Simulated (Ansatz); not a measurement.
Rows from a G0W0 calculation on N on the P site in GaP (32-atom cell) (Ansatz 0.2.0; G0W0 on LDA, plane waves, PAW; 2×2×2 mesh, 1255 empty bands, screening to 130 eV), in eV. Spin-orbit coupling is left out.

```tsv
row	Σx	Σc	Vxc	Z
A	-16.29	1.63	-14.40	0.73
B	-17.03	1.32	-15.49	0.74
C	-6.93	-3.81	-11.00	0.76
D	-7.98	-3.91	-12.29	0.76
E	-9.98	-3.80	-14.30	0.75
```

Question: Which rows are filled states and which are empty ones, and how can one tell?

Filled: A and B. Empty: C, D and E. The sign of Σc tells: for a filled state bare exchange, which holds its interaction with itself, lies below Vxc (Σx − Vxc is -1.5 eV or lower here) and screening gives part back as a positive Σc. For an empty state Σx lies above Vxc (+4.1 eV or more) and the Coulomb hole leaves Σc negative.

[Paths, hosts, dates, memory and timing lines, banners, echoed tables and standing remarks are left out of the program output.]

[Logs are printed without paths, hosts, clocks, repeated set-up lines and the standing remarks that a program may print on its own settings, such as how far it seeks lower states.]

[Runs of the session that timed out or met a known fault of the program may be left out.]

[Cells called generated may have been cut or substituted from an entry of the Crystallography Open Database or the Materials Project.]

[Hosts, paths, dates, database ids (printed as entryN), source tags and the programs' standing remarks are cut or masked in the printed files.]
